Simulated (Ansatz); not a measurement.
Write the native input for Ansatz 0.2.0 that does the following.

```
Task                : Born charges and dielectric tensor
Functional          : PBE
Potentials or basis : Ansatz PAW
Cutoff              : 420 eV (not typed: the program's choice for these potentials)
k mesh              : 10 × 10 × 10
Occupations         : fixed
Spin                : no spin polarisation
```

Crystal: BP.

```xyz
2
Lattice="0.0000 2.2690 2.2690 2.2690 0.0000 2.2690 2.2690 2.2690 0.0000" Properties=species:S:1:pos:R:3 pbc="T T T"
P     3.4035    3.4035    3.4035
B     0.0000    0.0000    0.0000
```

One way to write it, as run:

input.yaml

```yaml
crystal:
  lattice:
    - [0.0, 2.269, 2.269]
    - [2.269, 0.0, 2.269]
    - [2.269, 2.269, 0.0]
  atoms:
    - { symbol: P, position: [0.75, 0.75, 0.75] }
    - { symbol: B, position: [0.0, 0.0, 0.0] }
hamiltonian:
  xc: pbe
  pseudopotentials: { kind: paw }
kpoints:
  mp_grid: { grid: [10, 10, 10] }
scf:
  occupations: { method: fixed }
output:
  eigenvalues: true
dielectric:
  method: response
```

Potentials or basis: Ansatz PAW.

Run with:

```sh
$ ansatz run input.yaml --threads 2 --pin off --max-ram 5632MiB --backend cpu --events-out ev --progress --plain --runs-dir out
```

It gave:

- Band gap on the k mesh: 1.24 eV, indirect (least direct gap 3.40 eV)
- Electronic dielectric tensor (diagonal): 9.15
- Born charges (mean of the diagonal): P +0.51; B -0.51 e

Run time: 14 s on 2 threads of Intel(R) Xeon(R) Processor @ 2.70GHz (shared host), peak memory 0.46 GiB.
